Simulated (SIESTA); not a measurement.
Runs of SIESTA 5.4.2 on Mg. It takes space group Im-3m (No. 229, cubic). Conventional cell: a = 3.546 Å, b = 3.546 Å, c = 3.546 Å, α = 90.00°, β = 90.00°, γ = 90.00°. Mg (site symmetry m-3m) is surrounded by 8 Mg at 3.07 Å. This isn't the form of Mg at room conditions, which is hcp.

```csv
task,level,potentials or basis,spin,cell,k mesh,broadening (eV),window from (eV),window to (eV),energy points,k mesh for the DOS,energy shift,other keys,gap on the mesh (eV),pressure (GPa),moment (μB)
density of states,PBEGcGxLO,"SPMS 1.0 NC or PseudoDojo by element (PBE files), DZDP (energy shift 0.002 Ry)",off,as given,11 × 11 × 11,0.2 eV,-10 eV,5 eV,301,17 × 17 × 17,0.002 Ry,-,none,(a),-
band structure,PBEJsJrLO,"PseudoDojo 0.4 stringent (PBE files), TZDP (energy shift 0.02 Ry)",off,volume scaled by 0.96,11 × 11 × 11,-,-,-,-,-,0.02 Ry,-,none,-0.7,-
atomic charges,PBEsol,"PseudoDojo 0.4 standard (PBEsol files), DZP (energy shift 0.01 Ry)",off,volume scaled by 0.96,11 × 11 × 11,-,-,-,-,-,0.01 Ry,-,none,3.7,-
single point,LDA,"PseudoDojo 0.4 standard (LDA files), TZP (energy shift 0.02 Ry)","collinear, ferromagnetic start",as given,11 × 11 × 11,-,-,-,-,-,0.02 Ry,-,none,(b),0.00
single point,PBE,"PseudoDojo 0.4 standard (PBE files), DZP (energy shift 0.002 Ry)",off,as given,11 × 11 × 11,-,-,-,-,-,0.002 Ry,-,none,3.0,-
single point,PBE,"PseudoDojo 0.4 standard (PBE files), DZP (energy shift 0.002 Ry)",off,cell strained at random at fixed volume,11 × 11 × 11,-,-,-,-,-,0.002 Ry,-,none,3.0,-
relaxation of cell and atoms,PBEsol,"PseudoDojo 0.4 standard (PBEsol files), DZP (energy shift 0.002 Ry)",off,relaxed,11 × 11 × 11,-,-,-,-,-,0.002 Ry,-,none,0.0,-
atomic charges,LDA,"PseudoDojo 0.4 standard (PBE files, fully relativistic), DZP (energy shift 0.005 Ry)","non-collinear, ferromagnetic start, SOC",as given,8 × 8 × 8,-,-,-,-,-,0.005 Ry,-,none,1.6,0.00
```

Alike in all rows: smearing fermi-dirac 0.05 eV; grid cutoff 800 Ry.

Question: Estimate the missing entries.

Answer: (a) 4.0; (b) -5.1.

Caveats: semicore shells carry a single zeta, which can move pressures by several GPa and volumes by a few percent; the basis of atomic orbitals isn't converged, which shifts pressures, moduli and gaps; the potentials were made for another functional, which shifts forces and pressure (some runs).

A gap of «none» marks a metal or a gap under the smearing width.
